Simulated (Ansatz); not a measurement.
InSe: opening a crack plane

InSe, C2/m, a = 11.750 Å, b = 4.111 Å, c = 4.564 Å, β = 110.6°. This isn't the usual stable structure of the compound. Ansatz: PBEsol, PAW, 420 eV, Γ-centred 5×7×3 mesh on 12 atoms, Gaussian smearing 0.05 eV; no spin polarisation. One cut on (20-1) per cell of 12 atoms is opened rigidly by x, between planes of In+Se and In+Se that stand 2.14 Å apart; y is the energy per area (24.812 Å², 1 eV/Å² = 16.02 J/m²).

| x (Å) | y (J/m²) |
| --- | --- |
| 0.00 | 0.000 |
| 0.50 | 0.219 |
| 1.00 | 0.596 |
| 2.00 | ? |
| 3.00 | 1.412 |
| 6.00 | 1.470 |

Fit the universal binding curve y = W[1 − (1 + x/l) e^(−x/l)] to the other rows, give the peak stress, and predict the missing value.

Least squares gives W = 1.50 J/m² and l = 0.718 Å. The stress dy/dx peaks at x = l with W/(e l) = 7.7 GPa, for rigid faces. At x = 2.00: x/l = 2.786, y = 1.150 J/m². The run gave 1.172 J/m², so the fit is 0.022 J/m² too low, within the rms miss on the fitted rows (0.022 J/m²).